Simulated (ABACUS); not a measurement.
The system is Mo.

```xyz
1
Lattice="1.5838 1.5838 1.5838 -1.5838 1.5838 1.5838 -1.5838 -1.5838 1.5838" Properties=species:S:1:pos:R:3 pbc="T T T"
Mo    0.0000    0.0000    0.0000
```

```yaml
Program: ABACUS 3.10.1
Task: relaxation of cell and atoms
Functional: HCTH407
Potentials_or_basis: Ansatz NC PBE
Cutoff: 1102 eV
Density_cutoff: 4408 eV
Basis: plane waves
k_mesh: 10 × 10 × 10
Occupations: fermi-dirac, width 0.05 eV
Spin: no spin polarisation
```

At the start: pressure -9.8 GPa; volume 15.89 Å³/atom.

Task: How do energy, volume and symmetry change on relaxing?

Result: Over 5 steps the energy falls by 19.5 meV/atom and the volume is 15.28 Å³/atom (-3.9 %); space group Im-3m (No. 229, to 0.05 Å).

Step by step:
```
step  energy change (eV)  largest force (eV/Å)  pressure (GPa)  volume (Å³)
   1              0.0000                0.0000           -9.79        15.89
   2              0.1458                0.0000           36.73        13.69
   3             -0.0195                0.0000           -0.45        15.30
   4             -0.0195                0.0000           -0.05        15.28
   5             -0.0195                0.0000            0.00        15.28
```

Final structure:
```
Mo
1.0
     1.56311    1.56311    1.56311
    -1.56311    1.56311    1.56311
    -1.56311   -1.56311    1.56311
Mo
1
Direct
  0.00000 0.00000 0.00000
```

Caveat: the potentials were made for another functional, which shifts forces and pressure.
